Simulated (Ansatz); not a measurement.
# Residual resistivity of an alloy: Ag(111) with 4 layers of random Ag-Al, 2x2, part 2 of 2

Aim: the residual resistivity of a random alloy, from Ag(111) with 4 layers of random Ag-Al, 2x2 and longer regions.

Ansatz 0.2.0; Ansatz plane-wave DFT, PBE, PAW files; ballistic transport by layer matching (Landauer), zero bias; PAW set soft_1.

So far. Step 3 (With 8 alloy layers): Over the solved energies the transmission per spin lies between 2.31 and 2.56, out of 3.23 channels of the lead on average (up to 3.23). The log calls the step of a lead's potential too much.

**4. With 12 alloy layers**

In 12 layers a share of 0.125 of the sites is given to Al at random. A fresh draw is used; the growth of the resistance with length is what counts.

t

System of this step: Ag(111) with 12 layers of random Ag-Al, 2x2. The cell holds 72 atoms: 66 Ag and 6 Al. Its edges and angles: a = 5.779 Å, b = 5.779 Å, c = 42.465 Å, α = 90.0°, β = 90.0°, γ = 120.0°. It derives from Ag. Regions: lead, 24 atoms (24 Ag); scattering region, 48 atoms (42 Ag and 6 Al). The structure is stacked along c, and the current runs across the ab planes.

Input file input.yaml:

```yaml
crystal:
  lattice:
    - [5.7787594586, 0.0, 0.0]
    - [-2.8893797293, 5.0045524935, 0.0]
    - [0.0, 0.0, 42.4650360593]
  atoms:
    - { symbol: Ag, position: [0.0, 0.0, 0.0277777778] }
    - { symbol: Ag, position: [0.0, 0.5, 0.0277777778] }
    - { symbol: Ag, position: [0.5, 0.0, 0.0277777778] }
    - { symbol: Ag, position: [0.5, 0.5, 0.0277777778] }
    - { symbol: Ag, position: [0.1666666667, 0.3333333333, 0.0833333333] }
    - { symbol: Ag, position: [0.1666666667, 0.8333333333, 0.0833333333] }
    - { symbol: Ag, position: [0.6666666667, 0.3333333333, 0.0833333333] }
    - { symbol: Ag, position: [0.6666666667, 0.8333333333, 0.0833333333] }
    - { symbol: Ag, position: [0.3333333333, 0.1666666667, 0.1388888889] }
    - { symbol: Ag, position: [0.3333333333, 0.6666666667, 0.1388888889] }
    - { symbol: Ag, position: [0.8333333333, 0.1666666667, 0.1388888889] }
    - { symbol: Ag, position: [0.8333333333, 0.6666666667, 0.1388888889] }
    - { symbol: Ag, position: [0.0, 0.0, 0.1944444444] }
    - { symbol: Ag, position: [0.0, 0.5, 0.1944444444] }
    - { symbol: Ag, position: [0.5, 0.0, 0.1944444444] }
    - { symbol: Ag, position: [0.5, 0.5, 0.1944444444] }
    - { symbol: Ag, position: [0.1666666667, 0.3333333333, 0.25] }
    - { symbol: Ag, position: [0.1666666667, 0.8333333333, 0.25] }
    - { symbol: Ag, position: [0.6666666667, 0.3333333333, 0.25] }
    - { symbol: Ag, position: [0.6666666667, 0.8333333333, 0.25] }
    - { symbol: Ag, position: [0.3333333333, 0.1666666667, 0.3055555556] }
    - { symbol: Ag, position: [0.3333333333, 0.6666666667, 0.3055555556] }
    - { symbol: Ag, position: [0.8333333333, 0.1666666667, 0.3055555556] }
    - { symbol: Ag, position: [0.8333333333, 0.6666666667, 0.3055555556] }
    - { symbol: Ag, position: [0.0, 0.0, 0.3611111111] }
    - { symbol: Al, position: [0.0, 0.5, 0.3611111111] }
    - { symbol: Ag, position: [0.5, 0.0, 0.3611111111] }
    - { symbol: Ag, position: [0.5, 0.5, 0.3611111111] }
    - { symbol: Ag, position: [0.1666666667, 0.3333333333, 0.4166666667] }
    - { symbol: Ag, position: [0.1666666667, 0.8333333333, 0.4166666667] }
    - { symbol: Ag, position: [0.6666666667, 0.3333333333, 0.4166666667] }
    - { symbol: Al, position: [0.6666666667, 0.8333333333, 0.4166666667] }
    - { symbol: Ag, position: [0.3333333333, 0.1666666667, 0.4722222222] }
    - { symbol: Ag, position: [0.3333333333, 0.6666666667, 0.4722222222] }
    - { symbol: Al, position: [0.8333333333, 0.1666666667, 0.4722222222] }
    - { symbol: Ag, position: [0.8333333333, 0.6666666667, 0.4722222222] }
    - { symbol: Ag, position: [0.0, 0.0, 0.5277777778] }
    - { symbol: Al, position: [0.0, 0.5, 0.5277777778] }
    - { symbol: Ag, position: [0.5, 0.0, 0.5277777778] }
    - { symbol: Ag, position: [0.5, 0.5, 0.5277777778] }
    - { symbol: Ag, position: [0.1666666667, 0.3333333333, 0.5833333333] }
    - { symbol: Ag, position: [0.1666666667, 0.8333333333, 0.5833333333] }
    - { symbol: Al, position: [0.6666666667, 0.3333333333, 0.5833333333] }
    - { symbol: Ag, position: [0.6666666667, 0.8333333333, 0.5833333333] }
    - { symbol: Ag, position: [0.3333333333, 0.1666666667, 0.6388888889] }
    - { symbol: Ag, position: [0.3333333333, 0.6666666667, 0.6388888889] }
    - { symbol: Ag, position: [0.8333333333, 0.1666666667, 0.6388888889] }
    - { symbol: Ag, position: [0.8333333333, 0.6666666667, 0.6388888889] }
    - { symbol: Ag, position: [0.0, 0.0, 0.6944444444] }
    - { symbol: Al, position: [0.0, 0.5, 0.6944444444] }
    - { symbol: Ag, position: [0.5, 0.0, 0.6944444444] }
    - { symbol: Ag, position: [0.5, 0.5, 0.6944444444] }
    - { symbol: Ag, position: [0.1666666667, 0.3333333333, 0.75] }
    - { symbol: Ag, position: [0.1666666667, 0.8333333333, 0.75] }
    - { symbol: Ag, position: [0.6666666667, 0.3333333333, 0.75] }
    - { symbol: Ag, position: [0.6666666667, 0.8333333333, 0.75] }
    - { symbol: Ag, position: [0.3333333333, 0.1666666667, 0.8055555556] }
    - { symbol: Ag, position: [0.3333333333, 0.6666666667, 0.8055555556] }
    - { symbol: Ag, position: [0.8333333333, 0.1666666667, 0.8055555556] }
    - { symbol: Ag, position: [0.8333333333, 0.6666666667, 0.8055555556] }
    - { symbol: Ag, position: [0.0, 0.0, 0.8611111111] }
    - { symbol: Ag, position: [0.0, 0.5, 0.8611111111] }
    - { symbol: Ag, position: [0.5, 0.0, 0.8611111111] }
    - { symbol: Ag, position: [0.5, 0.5, 0.8611111111] }
    - { symbol: Ag, position: [0.1666666667, 0.3333333333, 0.9166666667] }
    - { symbol: Ag, position: [0.1666666667, 0.8333333333, 0.9166666667] }
    - { symbol: Ag, position: [0.6666666667, 0.3333333333, 0.9166666667] }
    - { symbol: Ag, position: [0.6666666667, 0.8333333333, 0.9166666667] }
    - { symbol: Ag, position: [0.3333333333, 0.1666666667, 0.9722222222] }
    - { symbol: Ag, position: [0.3333333333, 0.6666666667, 0.9722222222] }
    - { symbol: Ag, position: [0.8333333333, 0.1666666667, 0.9722222222] }
    - { symbol: Ag, position: [0.8333333333, 0.6666666667, 0.9722222222] }
kpoints:
  mp_grid: { grid: [4, 4, 1] }
hamiltonian:
  xc: pbe
  pseudopotentials: { kind: paw, azcp: { folder: soft_1 } }
scf:
  occupations: { method: fermi_dirac, width: 0.1 }
output:
  transmission: { leads: [[0, 4]], kmesh: [8, 8], e_range: [-0.05, 0.05], de: 0.05 }
  write_potential: true
  write_density: true
  volumetric_format: npy
```

Started as:

```sh
$ ansatz run input.yaml --threads 4 --pin off --max-ram 15360MiB --backend cpu --events-out ev --progress --plain --runs-dir out
```

Numbers of over 12 decimals in the logs are rounded to 6 here.

The program printed:

```text
[...]
Crystal: 72 atoms, lattice volume = 1228.093 Å³
Basis set: ecut = 420 eV, 24081 PW (Γ)
Bands: 764, of which v1, the nominal top of the filled ones, is band 636 counted from 1 (635 counted from 0)
Symmetry: 1 space group operations
[...]
k-points: 10 of 16 (time reversal used)
[...]
SCF iter   1: F=—  HF=-504226.480256 eV  |F-HF|=—  |Δ(HF+E_count)|=         —  Δρ=7.47e-2  dr2=8.67e1  ethr=3.10e-3  ⟨swp⟩=4.1  Hψ=22950  notcnv=0  defer=252
[...]
SCF iter  13: F=-504206.296071 eV  HF=-504206.296071 eV  |F-HF|=8.29e-8  |Δ(HF+E_count)|=   3.84e-9  Δρ=1.20e-6  dr2=8.69e-8  ethr=7.86e-12  ⟨swp⟩=7.2  Hψ=28649  notcnv=0
SCF 1 converged in 13 iterations: F = -504206.296071 eV  dr2 = 8.69e-8
[...]
transmission: 186 of 1802 steps passed
transmission: 363 of 1802 steps passed
[...]
transmission: 1802 of 1802 steps passed
SCF converged after 13 iterations
Free energy (F): -504206.296071 eV
[...]
Internal energy: -504205.564450 eV  (E = F + TS)
E sigma→0 (E₀):  -504205.930260 eV
Entropy (-TS):   -0.731621 eV (-10.161 meV/atom)
Fermi energy:    16.514261 eV
[...]
--- Band table (eV; the first three rows and the last of 10) ---
  k-point 0: bands = [... 632 lower, 16.5688, 16.5770, 16.6275, 16.6565, 16.7408, 16.8259, 16.8447, 16.8685, ... 124 higher]
  k-point 1: bands = [... 632 lower, 16.2028, 16.2447, 16.3077, 16.3910, 16.4251, 16.4630, 16.6269, 16.7216, ... 124 higher]
  k-point 2: bands = [... 632 lower, 16.1743, 16.1890, 16.2418, 16.2529, 16.4433, 16.4532, 16.6045, 16.6550, ... 124 higher]
  k-point 9: bands = [... 632 lower, 16.1731, 16.1767, 16.1959, 16.2426, 16.4642, 16.5013, 16.6109, 16.6338, ... 124 higher]
--- Transmission ---
  basis      : 253 plane waves across, 53 finite elements along
  points     : 34, standing for a mesh of 8 x 8
[...]
channels       : 3.234375e0 a spin
[...]
junction   : crystal 0 to crystal 0, 1.66 to 41.77 Å
    transmission   : 2.234009e0 a spin
[...]
```

Elapsed: 27 min, on 4 threads of Arm Neoverse V1, shared host; peak memory 7.5 GiB.

Numbers from this step:

- free energy: -504206.2961 eV
- energy at zero smearing: -504205.9303 eV
- Fermi energy: 16.51 eV
- transmission per spin nearest the Fermi level: 2.234
- step of the lead's potential: 7.1 meV

Per spin. Table of transmission, zone mean by energy, zero at the Fermi level:

```csv
energy (eV),"transmission, zone mean"
-0.0500,2.24
0.0000,2.23
0.0500,2.25
```

Over the solved energies the transmission per spin lies between 2.23 and 2.25, out of 3.27 channels of the lead on average (up to 3.33).

**5. The fit**

s

This step: Ansatz plane-wave DFT, PBE, PAW files; ballistic transport by layer matching (Landauer), zero bias; residual resistivity from the slope of the area resistance, atoms on the host's lattice; PAW set soft_1 (Ansatz 0.2.0).

This step gave:

```
resistivity           : 20.54 µΩ cm
intercept             : -0.04839 fΩ m²
scatter about the fit : 0.01658 fΩ m²
```

Resistance, by row:

```
run  length (Å)      T  channels N  RA (fΩ m²)
 n4       9.437  2.924       3.266      0.1337
 n8       18.87  2.461       3.234      0.3627
n12       28.31  2.243       3.266      0.5213
```

The area resistance by length of the alloy:

```
length of the alloy (Å)  area resistance (fΩ m²)
                   9.44                    0.134
                  18.87                    0.363
                  28.31                    0.521
```

The area resistance goes from 0.13 to 0.52 fΩ m² between 9.4 and 28.3 Å, a slope of 21 µΩ cm.

By hand from the end points: (0.5213 − 0.1337) fΩ m² / (28.31 − 9.44) Å = 21 µΩ cm, since 1 fΩ m² per Å is 1000 µΩ cm.

**6. What came out**

- resistivity from the slope: 20.5 µΩ cm
- area resistance over 9.44 Å: 0.134 fΩ m²
- area resistance over 18.9 Å: 0.363 fΩ m²
- area resistance over 28.3 Å: 0.521 fΩ m²

**Reading.** The slope gives 21 µΩ cm. The points scatter by 0.017 fΩ m² about the line, with one random draw a length in a 2x2 cell, so the slope is a rough value. Read with a model of isotropic scattering on a spherical Fermi surface and the lead's 0.87×10¹⁵ S/m², this slope means a mean free path near 44 Å; over these lengths the model's slope is 1.07 times its bulk resistivity, which would be 19 µΩ cm. The draw over the shortest length came out nearly ordered, with 8 symmetry operations, so that point is a poor sample of a random alloy. The atoms sit on the host's lattice, so scattering by size misfit is left out. A lead's potential steps by up to 39 meV from period to period, which the log calls too much, so longer leads could move the result.

[Logs are printed without paths, hosts, clocks, repeated set-up lines and the standing remarks that a program may print on its own settings, such as how far it seeks lower states.]

[Hosts, paths, dates, database ids (printed as entryN), source tags and the programs' standing remarks are cut or masked in the printed files.]
